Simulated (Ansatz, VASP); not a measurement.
## Ta in VASP and in Ansatz

```xyz
2
Lattice="3.1999 0.0000 0.0000 -1.5999 2.7712 0.0000 0.0000 0.0000 4.5223" Properties=species:S:1:pos:R:3 pbc="T T T"
Ta    0.0000    0.0000    1.1939
Ta    0.0000    0.0000    3.3284
```

Alike in both runs: task relaxation of cell and atoms; functional PBE; k mesh 6 × 6 × 4; occupations gaussian, width 0.1 eV; no spin polarisation.

```csv
,VASP,Ansatz
version,VASP 6.6.1,Ansatz 0.2.0
potentials or method,"VASP PAW PBE potentials, release 64 (Ta_pv)","scalar-relativistic, plane waves, PAW"
plane-wave cutoff (eV),600,420
valence electrons in the cell,22,26
```

|  | VASP | Ansatz | Ansatz less VASP |
| --- | --- | --- | --- |
| gap on the k mesh at the Fermi level, each at its own relaxed structure (eV) | none | none | - |
| relaxed volume (Å³/atom) | 19.67 | 19.66 | -0.012 |
| relaxed cell length with the largest relative difference (Å) | 5.486 | 5.482 | -0.0037 |
| energy change over the relaxation (meV/atom) | -1356 | -1337 | +19.1 |

A gap of «none» marks a metal or a gap that the smearing closes. The two sets of potentials don't hold the same shells in valence.

Caveats: the k mesh is coarse (spacing up to 0.38 Å⁻¹), so the values aren't converged. Spin-orbit coupling is left out, which matters for the levels of Ta.
